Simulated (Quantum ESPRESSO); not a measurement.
**Ru under changes of volume**

One of the cells (14.045 Å³/atom); the others are scaled copies at fixed shape and fractional positions:

```
CELL_PARAMETERS angstrom
0.00000 1.91500 1.91500
1.91500 0.00000 1.91500
1.91500 1.91500 0.00000
ATOMIC_POSITIONS crystal
Ru 0.00000 0.00000 0.00000
```

This isn't the form of Ru at room conditions, which is hcp.

```yaml
Program: Quantum ESPRESSO 7.5
Functional: PBE
Potentials_or_basis: SSSP 1.3 efficiency PBE
Cutoff: 816 eV
Density_cutoff: 3265 eV
k_mesh: 12 × 12 × 12
Occupations: fermi-dirac, width 0.05 eV
Spin: no spin polarisation
```

```tsv
volume (Å³/atom)	energy over the lowest point (meV/atom)	pressure (GPa)
13.203	29.60	15.8
13.484	8.46	8.2
13.765	0.00	1.4
14.045	?	?
14.326	15.60	-10.0
14.607	37.27	-14.8
14.888	66.83	-19.0
```

Q: What does the run at 14.045 Å³/atom give?

A: Energy over the lowest point 2.79 meV/atom; pressure -4.7 GPa.

Worked out: A Birch-Murnaghan fit of order 3 (a polynomial in V^(-2/3)) to the other rows has its minimum at 13.83 Å³/atom with B0 = V·E''(V) = 307 GPa and B' = 4.9. It gives 2.80 meV/atom at 14.045 Å³/atom, against the run's 2.79, and -dE/dV = -4.6 GPa, against -4.7.

Energies are extrapolated to zero smearing.
